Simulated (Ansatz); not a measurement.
# GaN: the cost of one run

Program: Ansatz 0.2.0. Level of theory: DFT PBE, scalar-relativistic. These are calculated values, not measurements.

## (1) The structure to begin with

It takes space group Fm-3m (No. 225, cubic). Conventional cell: a = 3.985 Å, b = 3.985 Å, c = 3.985 Å, α = 90.00°, β = 90.00°, γ = 90.00°. Ga (site symmetry m-3m) is surrounded by 6 N at 1.99 Å. Around N (site symmetry m-3m) lie 6 Ga at 1.99 Å.

Coordinates:

```cif
data_structure
_symmetry_space_group_name_H-M 'P 1'
_symmetry_Int_Tables_number 1
_cell_length_a 2.8178
_cell_length_b 2.8178
_cell_length_c 2.8178
_cell_angle_alpha 60.000
_cell_angle_beta 60.000
_cell_angle_gamma 60.000
_cell_volume 15.82
loop_
_atom_site_label
_atom_site_type_symbol
_atom_site_fract_x
_atom_site_fract_y
_atom_site_fract_z
_atom_site_occupancy
Ga1 Ga 0.50000 0.50000 0.50000 1
N1 N 0.00000 0.00000 0.00000 1
```

Atoms are numbered in the order of the input: Ga1, N2.

## (2) The deformed structure

Space group Fm-3m before, I4/mmm after.

## (3) Full-potential LAPW

input.yaml

```yaml
crystal:
  lattice:
    - [0.0, 1.9925, 2.012425]
    - [1.9925, 0.0, 2.012425]
    - [1.9925, 1.9925, 0.0]
  atoms:
    - { symbol: Ga, position: [0.5, 0.5, 0.5] }
    - { symbol: "N", position: [0.0, 0.0, 0.0] }
kpoints:
  mp_grid: { grid: [13, 13, 13] }
  band_path:
    path:
      - [0.0, 0.0, 0.0]
      - [0.0, 0.5, 0.5]
      - [0.25, 0.75, 0.5]
      - [0.0, 0.5, 0.0]
      - [0.0, 0.0, 0.0]
      - [0.5, 0.5, 0.0]
      - [0.3725370062, 0.6274629938, 0.0]
      - [-0.3725370062, 0.3725370062, 0.0]
      - [0.0, 0.0, 0.0]
    npoints: 5
scf:
  occupations: { method: fermi_dirac, width: 0.02 }
hamiltonian:
  xc: pbe
  pseudopotentials: { kind: all_electron, lapw: { basis_error: 0.001 } }
output:
  forces: true
  stress: true
  eigenvalues: true
```

The run is started by

```console
$ ansatz run input.yaml --threads 1 --pin off --max-ram 3072MiB --backend cpu --events-out ev --progress --plain --runs-dir out
```

**Question.** How long does this run take on 1 thread of Arm Neoverse V1, shared host, and how much memory does it need?

About 33 s, with a peak of 0.54 GiB.
